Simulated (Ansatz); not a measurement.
Run this with the Ansatz DFT code, driven from Python and show what comes out.

Script `lapw_coo.py`:
```python
"""All-electron LAPW single point of CoO."""

from collections import Counter
import json

import ansatz as az

FILLING = "gaussian"


def main() -> None:
    structure = (
        az.Lattice.of((1.60221984, 0.92504206, 5.13294178), (-1.60221984, 0.92504206, 5.13294178), (0.0, -1.85008411, 5.13294178))
        .atom("Co", (0.99948773, 0.99948773, 0.99948773))
        .atom("Co", (0.49949059, 0.49949059, 0.49949059))
        .atom("O", (0.37549553, 0.37549553, 0.37549553))
        .atom("O", (0.8755255, 0.8755255, 0.8755255))
        .moments(Co=3.2)
    )

    job = (
        structure.calculation()
        .scf(lower_state_search="standard")
        .occupations(FILLING, width=50 * az.meV)  # the run then minimises F = E - TS
        .kpoints(10, center="gamma")  # the mesh must be finer for metals
        .functional(az.Functional.LDA)
        .spin("collinear")
        .pseudopotentials("all_electron", lapw=True, basis_error=0.0005)
        .band_table()
    )
    done = job.run(events_out="events.ndjson")
    data = done.report
    with open("events.ndjson") as stream:
        kinds = Counter(json.loads(line)["event"] for line in stream)
    print("events:", {kind: kinds[kind] for kind in ("scf_iter", "scf_done", "notice", "finished")})

    for key in ("converged", "n_iterations", "n_electrons", "n_kpoints", "n_pw", "n_symmetry_ops", "free_energy_ev", "fermi_energy_ev"):
        print(f"{key:18s} {data[key]}")

    print("site moments (muB):", [round(m, 2) for m in data["site_moments_mub"]])
    print("electrons up, down:", [round(n, 3) for n in data["spin_occupation_sums"]])

    fermi = data["fermi_energy_ev"]
    print("levels less the Fermi level (eV) at the first k-points")
    for k, levels in list(zip(data["kpoints_frac"], data["eigenvalues_ev"]))[:6]:
        print("k = ({:.3f}, {:.3f}, {:.3f})".format(*k))
        print("   ", " ".join(f"{e - fermi:.3f}" for e in levels))

    errors = data["lapw_basis_errors"]
    print(f"estimated basis error {1000 * errors['total_ev_per_atom']:.3f} meV/atom, target {1000 * errors['basis_error_target_ev_per_atom']:.3f}")
    for sphere in errors["spheres"]:
        print(f"  {sphere['species']:2s} muffin-tin radius {sphere['muffin_tin_radius_ang']:.3f} A, core shells {sphere['core_shells']}")


if __name__ == "__main__":
    main()
```

Output of `python lapw_coo.py`:
```text
DeckWarning: where an SCF of this run starts from atoms to list the orders of its open shells, Co (sites 0, 1, from 0) starts with 3.00 μB on its 3d shell, in the place of the 3.20 μB that the deck gives it: its open shells can hold no more by Hund's first [...]
RunWarning: the starting moments were not kept: 1 of 2 ended reversed and 1 kept their direction, counting a site from 0.1 μB. The largest reversed, site 1 (counted from 0, in the order of the report's site_moments_mub), started with +3.2 μB and closes at [...]
events: {'scf_iter': 27, 'scf_done': 1, 'notice': 4, 'finished': 1}
converged          True
n_iterations       27
n_electrons        50.0
n_kpoints          116
n_pw               1111
n_symmetry_ops     6
free_energy_ev     -79778.32651629133
fermi_energy_ev    11.063320878116157
site moments (muB): [2.03, -2.03, 0.15, -0.15]
electrons up, down: [25.0, 25.0]
levels less the Fermi level (eV) at the first k-points
k = (0.000, 0.000, 0.000)
    -503.587 -503.430 -95.685 -93.333 -59.550 -59.275 -59.275 -57.235 -57.015 -57.015 -19.880 -19.129 -7.105 -6.088 -6.088 -6.030 -5.305 -5.305 -2.149 -2.149 -1.768 -0.835 -0.835 -0.094 -0.094 0.098 1.453 1.691 1.691 5.536 7.254 13.324 13.324 13.859
k = (0.000, 0.000, 0.100)
    -503.587 -503.430 -95.685 -93.332 -59.549 -59.276 -59.275 -57.235 -57.017 -57.016 -19.825 -19.107 -7.010 -6.222 -6.054 -6.001 -5.439 -5.283 -2.188 -2.157 -1.833 -0.890 -0.881 -0.275 -0.100 0.513 1.383 1.614 1.624 5.912 7.291 12.427 13.130 13.387
k = (0.000, 0.000, 0.200)
    -503.587 -503.430 -95.684 -93.332 -59.549 -59.280 -59.276 -57.234 -57.022 -57.017 -19.677 -19.052 -6.766 -6.520 -5.964 -5.939 -5.733 -5.230 -2.362 -2.167 -1.954 -1.038 -0.974 -0.475 -0.135 0.829 1.300 1.436 1.865 6.780 7.449 11.011 11.786 13.455
k = (0.000, 0.000, 0.300)
    -503.587 -503.430 -95.684 -93.332 -59.548 -59.285 -59.277 -57.234 -57.027 -57.018 -19.481 -18.993 -6.835 -6.463 -6.058 -5.846 -5.820 -5.176 -2.622 -2.141 -2.025 -1.346 -1.073 -0.487 -0.194 0.495 0.975 1.166 3.092 7.186 8.112 9.990 10.553 12.973
k = (0.000, 0.000, 0.400)
    -503.587 -503.430 -95.684 -93.331 -59.548 -59.289 -59.278 -57.233 -57.032 -57.019 -19.303 -18.959 -6.968 -6.554 -5.991 -5.773 -5.743 -5.149 -2.691 -2.095 -2.059 -1.725 -1.190 -0.345 -0.215 0.140 0.605 0.901 4.492 6.844 8.478 9.533 10.222 11.870
k = (0.000, 0.000, -0.500)
    -503.587 -503.430 -95.684 -93.331 -59.548 -59.291 -59.279 -57.233 -57.034 -57.020 -19.225 -18.955 -6.972 -6.694 -5.893 -5.765 -5.701 -5.144 -2.561 -2.255 -1.998 -1.873 -1.264 -0.278 -0.202 0.057 0.383 0.781 5.758 5.888 8.812 8.867 10.964 11.073
estimated basis error 0.237 meV/atom, target 0.500
  O  muffin-tin radius 0.861 A, core shells 0
  Co muffin-tin radius 1.047 A, core shells 3
```
(Warnings from the package without file and line, shortened.)

Notes:
- These settings explore the input space; cutoff and mesh may be short of convergence.
- The SCF didn't keep the moments it started from (some shrank, vanished or turned); what is printed is the state reached.
- The levels shown are those of the first spin channel.
- For a metal this k-point mesh is coarse: on a finer one energies can move by several to tens of meV an atom and pressures by half a GPa or more, differences at one mesh by less.
- Only differences from the Fermi energy are physical; the zero of the scale is a convention.
- Without a Hubbard U or exact exchange, semilocal functionals often make such 3d compounds metallic or too weakly gapped.
- This cell is a computed structure, which may not be the phase found in nature.
- Levels are Kohn-Sham eigenvalues on this mesh.
- Hardware and time: 22 min on 1 thread of Intel(R) Xeon(R) Platinum 8259CL CPU @ 2.50GHz (Skylake/Cascade Lake) (shared host), peak memory 1.5 GiB.

(Lines on the test bed's own set-up are left out of the output.)
